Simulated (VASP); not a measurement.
## BeSe: single point with HSE06

The system is BeSe.

```
Be Se
1.0
     0.00000    2.58104    2.58104
     2.58104    0.00000    2.58104
     2.58104    2.58104    0.00000
Be Se
1 1
Direct
  0.00000 0.00000 0.00000
  0.25000 0.25000 0.25000
```

| Item | Value |
| --- | --- |
| Program | VASP 6.6.1 |
| Task | single point |
| Functional | HSE06 |
| Potentials or basis | VASP PAW PBE potentials, release 64 (Be, Se) |
| Cutoff | 520 eV |
| k mesh | 4 × 4 × 4 |
| Occupations | gaussian, width 0.01 eV |
| Spin | no spin polarisation |

```
Pressure               : -0.4 GPa
Band gap on the k mesh : 3.51 eV, indirect (least direct gap 5.40 eV)
```

Levels at points of the mesh, in eV from the valence-band top:
| k point | band 1 | band 2 | band 3 | band 4 | band 5 | band 6 | band 7 | band 8 |
| --- | --- | --- | --- | --- | --- | --- | --- | --- |
| (0.00, 0.00, 0.00) | -15.01 | 0.00 | 0.00 | 0.00 | 5.40 | 6.09 | 6.09 | 6.09 |
| (0.50, 0.00, 0.00) | -13.53 | -6.17 | -1.14 | -1.14 | 5.32 | 7.06 | 7.06 | 11.18 |
| (0.50, 0.50, 0.00) | -13.02 | -5.52 | -2.84 | -2.84 | 3.51 | 5.13 | 13.21 | 13.21 |

Run time: 3.3 min on 1 thread of Intel(R) Xeon(R) Platinum 8175M CPU @ 2.50GHz (Skylake/Cascade Lake), on a shared host, peak memory 0.26 GiB.

Caveat: the k mesh is coarse (spacing up to 0.53 Å⁻¹), so the values aren't converged, least of all with exact exchange; the PAW data sets were made with another functional, which shifts forces and pressure a little. A k mesh can miss the band edges.
